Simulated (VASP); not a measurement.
# Ni (P6_3/mmc) in VASP: notebook

The runs below take Ni through single point, with PBEsol.

All numbers are computed with VASP 6.6.1; they aren't measurements. Logs are shortened: lines on timing, memory, paths and dates and some standing lists are left out, and cuts for length are marked.

### 1 The crystal as given

The structure is hexagonal, space group P6_3/mmc (No. 194). Conventional cell: a = 2.447 Å, b = 2.447 Å, c = 4.017 Å, α = 90.00°, β = 90.00°, γ = 120.00°. Around Ni (site symmetry -6m2) lie 12 Ni at 2.45 to 2.46 Å.

This isn't the form of Ni at room conditions, which is fcc.

### 2 Single point, PBEsol, collinear spin, typed start

Input file INCAR:

```
SYSTEM = Ni
ALGO     = Normal         ! electronic algorithm
EDIFF    = 1E-6           ! SCF threshold, eV
ENCUT    = 520            ! plane-wave cutoff, eV
GGA      = PS             ! functional
ISIF     = 2              ! what is computed and relaxed
ISMEAR   = 0              ! smearing method
ISPIN    = 2              ! spin polarisation
LASPH    = .True.         ! aspherical terms in the spheres
LCHARG   = .False.        ! write CHGCAR
LMAXMIX  = 4              ! l up to which the mixer works
LORBIT   = 11             ! projections on sites
LREAL    = .False.        ! projectors in reciprocal space
LWAVE    = .False.        ! write WAVECAR
MAGMOM   = 0.71 0.71      ! initial moments
NBANDS   = 21             ! bands
NELM     = 150            ! most SCF steps
PREC     = Accurate       ! precision mode
SIGMA    = 0.1            ! smearing width, eV
```

Input file KPOINTS:

```
k-points
0
Gamma
  21 21 10
  0 0 0
```

Input file POSCAR:

```
Ni
1.0
    2.4465477344      0.0000000000      0.0000000000
   -1.2232738672      2.1187724895      0.0000000000
    0.0000000000      0.0000000000      4.0173486159
Ni
2
Direct
    0.3333333333      0.6666666667      0.2500000000
    0.6666666667      0.3333333333      0.7500000000
```

Potentials or basis: VASP PAW PBE potentials, release 64 (Ni).

Command:

```console
cat potpaw_PBE.64/Ni/POTCAR > POTCAR
mpirun -np 1 vasp_std > vasp.out
```

OUTCAR:

```text
SYSTEM = Ni
   EDIFF = 1E-6
   ENCUT = 520
   GGA = PS
   ISIF = 2
   ISMEAR = 0
   ISPIN = 2
   LASPH = .True.
   LORBIT = 11
   LREAL = .False.
   NELM = 150
   PREC = Accurate

 ion  position               nearest neighbor table
   1  0.333  0.667  0.250-   2 2.46   2 2.46   2 2.46   2 2.46   2 2.46   2 2.46
   2  0.667  0.333  0.750-   1 2.46   1 2.46   1 2.46   1 2.46   1 2.46   1 2.46

  LATTYP: Found a hexagonal cell.
 ALAT       =     2.4465477344
 C/A-ratio  =     1.6420479190

  Lattice vectors:

 A1 = (   2.4465477344,   0.0000000000,   0.0000000000)
 A2 = (  -1.2232738672,   2.1187724895,   0.0000000000)
 A3 = (   0.0000000000,   0.0000000000,   4.0173486159)

Analysis of symmetry for initial positions (statically):
=====================================================================
 Subroutine PRICEL returns:
 Original cell was already a primitive cell.

 Routine SETGRP: Setting up the symmetry group for a
 hexagonal supercell.

 Subroutine GETGRP returns: Found 24 space group operations
 (whereof 12 operations were pure point group operations)
 out of a pool of 24 trial point group operations.

The static configuration has the point symmetry D_3d.
 The point group associated with its full space group is D_6h.

Analysis of symmetry for dynamics (positions and initial velocities):
=====================================================================
 Subroutine PRICEL returns:
 Original cell was already a primitive cell.

 Routine SETGRP: Setting up the symmetry group for a
 hexagonal supercell.

 Subroutine GETGRP returns: Found 24 space group operations
 (whereof 12 operations were pure point group operations)
 out of a pool of 24 trial point group operations.

The dynamic configuration has the point symmetry D_3d.
 The point group associated with its full space group is D_6h.

Analysis of structural, dynamic, and magnetic symmetry:
=====================================================================
 Subroutine PRICEL returns:
 Original cell was already a primitive cell.

 Routine SETGRP: Setting up the symmetry group for a
 hexagonal supercell.

 Subroutine GETGRP returns: Found 24 space group operations
 (whereof 12 operations were pure point group operations)
 out of a pool of 24 trial point group operations.

The overall configuration has the point symmetry D_3d.
 The point group associated with its full space group is D_6h.

 Subroutine INISYM returns: Found 24 space group operations
 (whereof 12 operations are pure point group operations),
 and found     1 'primitive' translations

----------------------------------------------------------------------------------------

                                     Primitive cell

  volume of cell :      20.8246

  direct lattice vectors                    reciprocal lattice vectors
     2.446547734  0.000000000  0.000000000     0.408739215  0.235985696  0.000000000
    -1.223273867  2.118772489  0.000000000     0.000000000  0.471971391  0.000000000
     0.000000000  0.000000000  4.017348616     0.000000000  0.000000000  0.248920394

  length of vectors
     2.446547734  2.446547734  4.017348616     0.471971391  0.471971391  0.248920394

  position of ions in fractional coordinates (direct lattice)
     0.333333333  0.666666667  0.250000000
     0.666666667  0.333333333  0.750000000

  ion indices of the primitive-cell ions
   primitive index   ion index
                 1           1
                 2           2

----------------------------------------------------------------------------------------

 KPOINTS: k-points

Automatic generation of k-mesh.
 Grid dimensions read from file:
 generate k-points for:   21   21   10

 Generating k-lattice:

  Cartesian coordinates                     Fractional coordinates (reciprocal lattice)
     0.019463772  0.011237414  0.000000000     0.047619048  0.000000000  0.000000000
     0.000000000  0.022474828  0.000000000     0.000000000  0.047619048  0.000000000
     0.000000000  0.000000000  0.024892039     0.000000000  0.000000000  0.100000000

  Length of vectors
     0.022474828  0.022474828  0.024892039

  Shift w.r.t. Gamma in fractional coordinates (k-lattice)
     0.000000000  0.000000000  0.000000000

 Subroutine IBZKPT returns following result:
 ===========================================

 Found    288 irreducible k-points:

 Following reciprocal coordinates:
            Coordinates               Weight
  0.000000  0.000000  0.000000      1.000000
  0.047619 -0.000000  0.000000      6.000000
  0.095238 -0.000000  0.000000      6.000000
  0.142857  0.000000  0.000000      6.000000
  0.190476 -0.000000  0.000000      6.000000
  0.238095 -0.000000  0.000000      6.000000
[... 16 lines left out ...]
  0.142857  0.095238  0.000000     12.000000
  0.190476  0.095238  0.000000     12.000000
 [... further k-points ...]
   k-points           NKPTS =    288   k-points in BZ     NKDIM =    288   number of bands    NBANDS=     21
   number of dos      NEDOS =    301   number of ions     NIONS =      2
   total plane-waves  NPLWV =   9720
   dimension x,y,z NGX =    18 NGY =   18 NGZ =   30
   dimension x,y,z NGXF=    36 NGYF=   36 NGZF=   60
   ions per type =               2
   NGX,Y,Z   is equivalent  to a cutoff of  12.23, 12.23, 12.41 a.u.
   NGXF,Y,Z  is equivalent  to a cutoff of  24.46, 24.46, 24.83 a.u.
 SYSTEM =  Ni
   PREC   = accura    normal or accurate (medium, high low for compatibility)
   ISTART =      0    job   : 0-new  1-cont  2-samecut
   ICHARG =      2    charge: 1-file 2-atom 10-const
   ISPIN  =      2    spin polarized calculation?
   LNONCOLLINEAR =      F non collinear calculations
   LSORBIT =      F    spin-orbit coupling
   LASPH  =      T    aspherical Exc in radial PAW
   ENCUT  =  520.0 eV  38.22 Ry    6.18 a.u.   4.55  4.55  7.47*2*pi/ulx,y,z
   NELM   =    150;   NELMIN=  2; NELMDL= -5     # of ELM steps
   EDIFF  = 0.1E-05   stopping-criterion for ELM
   LREAL  =      F    real-space projection
   EDIFFG = 0.1E-04   stopping-criterion for IOM
   NSW    =      0    number of steps for IOM
   IBRION =     -1    ionic relax: 0-MD 1-quasi-New 2-CG
   NFREE  =      0    steps in history (QN), initial steepest desc. (CG)
   ISIF   =      2    stress and relaxation
   ISYM   =      2    0-nonsym 1-usesym 2-fastsym
   POTIM  = 0.5000    time-step for ionic-motion
   TEBEG  =    0.0;   TEEND  =   0.0 temperature during run
   PSTRESS=    0.0 pullay stress
   NELECT =      20.0000    total number of electrons
   NUPDOWN=      -1.0000    fix difference up-down
   EMIN   =  10.00;   EMAX   =-10.00  energy-range for DOS
   EFERMI =   0.00;   METHOD = LEGACY
   ISMEAR =     0;   SIGMA  =   0.10  broadening in eV -4-tet -1-fermi 0-gaus
   EFERMI_NEDOS =   21; number of points for ismear=-14 and -15
   IALGO  =     38    algorithm
   IMIX   =      4    mixing-type and parameters
     AMIX     =   0.40;   BMIX     =  1.00
     AMIX_MAG =   1.60;   BMIX_MAG =  1.00
  volume/ion in A,a.u.               =      10.41        70.27
  Fermi-wavevector in a.u.,A,eV,Ry     =   1.615198  3.052281 35.495738  2.608863
  Thomas-Fermi vector in A             =   2.709984
   LORBIT       =     11    0 simple, 1 ext, 2 COOP (PROOUT), +10 PAW based schemes
   GGA     = PS    functional components
   LHFCALC =     F    Hartree Fock is set to
   AEXX    =    0.0000 exact exchange contribution
   IVDW    =     0    specifies the selected vdW correction
   LEPSILON=     F    determine dielectric tensor
   LRPA    =     F    only Hartree local field effects (RPA)
 spin polarized calculation
 Gauss-broadening in eV      SIGMA  =   0.10
  energy-cutoff  :      520.00
  volume of cell :       20.82
 maximum number of plane-waves:       578
   NGX =  9   NGY =  9   NGZ = 15

 number of electron      19.9999984 magnetization       1.2394476

 Free energy of the ion-electron system (eV)
  ---------------------------------------------------
  ext. energy  EPLUGINS =         0.00000000
  ---------------------------------------------------
  free energy    TOTEN  =       -12.22756389 eV

  energy without entropy =      -12.20566805  energy(sigma->0) =      -12.21661597

 E-fermi :   9.8481     XC(G=0): -13.6969

 val. band max:        9.8479159787   @ k =   0.0476  -0.0000   0.3000
 cond. band min:       9.8483764260   @ k =   0.4286   0.1429   0.1000
 fundamental gap:      0.0004604472
 Fermi energy:         9.8480569636

 spin component 1

 k-point     1 :       0.0000    0.0000    0.0000
  band No.  band energies     occupation
      1       0.4500      1.00000
      2       4.7357      1.00000
      3       7.2908      1.00000
      4       7.3968      1.00000
      5       7.3968      1.00000
      6       7.6827      1.00000
[... 13 lines left out ...]
     20      36.5055      0.00000
     21      41.2114      0.00000
[... 529 lines left out ...]
 k-point    24 :       0.1905    0.0952    0.0000
  band No.  band energies     occupation
      1       2.5847      1.00000
      2       5.7049      1.00000
      3       6.4344      1.00000
      4       6.5864      1.00000
      5       7.3563      1.00000
      6       7.5227      1.00000
[... 13 lines left out ...]
     20      36.3193      0.00000
     21      39.0828      0.00000

 [... further k-points ...]

 spin component 2

 k-point     1 :       0.0000    0.0000    0.0000
  band No.  band energies     occupation
      1       0.4451      1.00000
      2       5.1239      1.00000
      3       7.9627      1.00000
      4       8.0469      1.00000
      5       8.0469      1.00000
      6       8.3514      1.00000
[... 13 lines left out ...]
     20      36.6070      0.00000
     21      41.3050      0.00000
[... 529 lines left out ...]
 k-point    24 :       0.1905    0.0952    0.0000
  band No.  band energies     occupation
      1       2.5953      1.00000
      2       6.1792      1.00000
      3       6.8653      1.00000
      4       7.1559      1.00000
      5       7.9812      1.00000
      6       8.1458      1.00000
[... 13 lines left out ...]
     20      36.4558      0.00000
     21      39.0780      0.00000

 [... further k-points ...]

------------------------ aborting loop because EDIFF is reached ----------------------------------------

  FORCE on cell =-STRESS in cart. coord.  units (eV):
  Direction    XX          YY          ZZ          XY          YZ          ZX
  --------------------------------------------------------------------------------------
  -------------------------------------------------------------------------------------
  Total       -0.0358955     -0.0358955     -0.0185218      0.0000000      0.0000000      0.0000000
  in kB       -2.7616751     -2.7616751     -1.4250014      0.0000000      0.0000000      0.0000000
  external PRESSURE =      -2.3161172 kB  Pullay stress =       0.0000000 kB

 VOLUME and BASIS-vectors are now :
 -----------------------------------------------------------------------------
  energy-cutoff  :      520.00
  volume of cell :       20.82
      direct lattice vectors                 reciprocal lattice vectors
     2.446547734  0.000000000  0.000000000     0.408739215  0.235985696  0.000000000
    -1.223273867  2.118772489  0.000000000     0.000000000  0.471971391  0.000000000
     0.000000000  0.000000000  4.017348616     0.000000000  0.000000000  0.248920394

 POSITION                                       TOTAL-FORCE (eV/Angst)
 -----------------------------------------------------------------------------------
     -0.00000      1.41251      1.00434        -0.000000     -0.000000      0.000000
      1.22327      0.70626      3.01301         0.000000      0.000000      0.000000
 -----------------------------------------------------------------------------------
    total drift:                                0.000000     -0.000000     -0.000000

  FREE ENERGIE OF THE ION-ELECTRON SYSTEM (eV)
  ---------------------------------------------------
  free  energy   TOTEN  =       -12.2275638942 eV

  energy  without entropy=      -12.2056680483  energy(sigma->0) =      -12.21661597

 total charge

# of ion       s       p       d       tot
------------------------------------------
    1        0.519   0.543   8.335   9.396
    2        0.519   0.543   8.335   9.396
--------------------------------------------------
tot          1.037   1.086  16.670  18.792

 magnetization (x)

# of ion       s       p       d       tot
------------------------------------------
    1       -0.005  -0.024   0.654   0.626
    2       -0.005  -0.024   0.654   0.626
--------------------------------------------------
tot         -0.010  -0.047   1.308   1.251
```

It took 2 min on 1 thread of Intel Xeon Platinum 8488C (Sapphire Rapids), shared host; peak memory 0.27 GiB.

Results:

| Property | Result |
| --- | --- |
| Free energy | -12.2276 eV |
| Pressure | -0.2 GPa |
| Band gap on the k mesh | none (metal or under the smearing width) |
| Net moment | 1.24 μB per cell |
| Site moments | Ni +0.63 μB |
| Valence electrons inside the program's atomic spheres | Ni 9.40 |

Stress tensor (GPa, compression positive):
```
-0.28  0.00  0.00
 0.00 -0.28  0.00
 0.00  0.00 -0.14
```

Levels at points of the mesh, in eV from the Fermi level:
Spin up:
```tsv
k point	band 8	band 9	band 10	band 11	band 12	band 13	band 14	band 15
(0.00, 0.00, 0.00)	-1.72	-1.72	-0.72	-0.72	-0.51	5.87	22.98	25.20
(0.00, 0.00, 0.50)	-2.49	-1.02	-1.02	-1.02	-1.02	14.67	14.67	23.71
```
Spin down:
```
           k point  band 5  band 6  band 7  band 8  band 9  band 10  band 11  band 12  band 13  band 14
(0.00, 0.00, 0.00)   -1.80   -1.50   -1.50   -1.06   -1.06    -0.53    -0.01    -0.01     6.27    22.88
(0.00, 0.00, 0.50)   -1.85   -1.85   -1.85   -1.85   -0.32    -0.32    -0.32    -0.32    14.83    14.83
```

Caveat: the PAW data sets were made with another functional, which shifts forces and pressure a little.

### 3 Single point, PBEsol, collinear spin, typed start

This run uses another cell than the first one, of 10.57 Å³/atom, 1.015 times its volume.

Input file INCAR:

```
SYSTEM = Ni
PREC = Accurate
ENCUT = 520
EDIFF = 1E-7
ISMEAR = 0
SIGMA = 0.1
LREAL = .False.
LASPH = .True.
NELM = 150
ALGO = Fast
ISIF = 2
LWAVE = .False.
LCHARG = .True.
ISPIN = 2
MAGMOM = 2 2
LORBIT = 11
LMAXMIX = 4
GGA = PS
LELF = .True.
LVHAR = .True.
NBANDS = 21
```

Input file KPOINTS:

```
regular mesh
0
Gamma
  9 9 4
  0 0 0
```

Input file POSCAR:

```
Ni
1.0
    2.4480228978      0.0000000000      0.0000000000
   -1.2240114489      2.1200500186      0.0000000000
    0.0000000000      0.0000000000      4.0728075700
Ni
2
Direct
    0.3333333300      0.6666666700      0.2500000000
    0.6666666700      0.3333333300      0.7500000000
```

Potentials or basis: VASP PAW PBE potentials, release 64 (Ni).

Command:

```console
cat potpaw_PBE.64/Ni/POTCAR > POTCAR
mpirun -np 1 vasp_std > vasp.out
```

Wall time 20 s (1 thread of AMD EPYC 9R45 (Zen 5), shared host); peak memory 0.12 GiB.

It converged, with:

- Free energy: -12.2238 eV
- Pressure: -3.4 GPa
- Band gap on the k mesh: none (metal or under the smearing width)
- Net moment: 1.21 μB per cell
- Site moments: Ni +0.61 μB
- Valence electrons inside the program's atomic spheres: Ni 9.37

Stress tensor (GPa, compression positive):
```
-3.01  0.00  0.00
 0.00 -3.01  0.00
 0.00  0.00 -4.26
```

Levels at points of the mesh, in eV from the Fermi level:
Spin up:
```tsv
k point	band 7	band 8	band 9	band 10	band 11	band 12	band 13	band 14
(0.00, 0.00, 0.00)	-2.15	-1.65	-1.65	-0.72	-0.72	-0.62	5.57	23.03
(0.00, 0.00, 0.50)	-2.44	-2.44	-1.01	-1.01	-1.01	-1.01	14.17	14.17
```
Spin down:
```tsv
k point	band 8	band 9	band 10	band 11	band 12	band 13
(0.00, 0.00, 0.00)	-0.99	-0.99	-0.63	-0.01	-0.01	5.97
(0.00, 0.00, 0.50)	-1.82	-0.32	-0.32	-0.32	-0.32	14.32
```

Caveat: the k mesh is coarse (spacing up to 0.39 Å⁻¹), so the values aren't converged; the PAW data sets were made with another functional, which shifts forces and pressure a little.
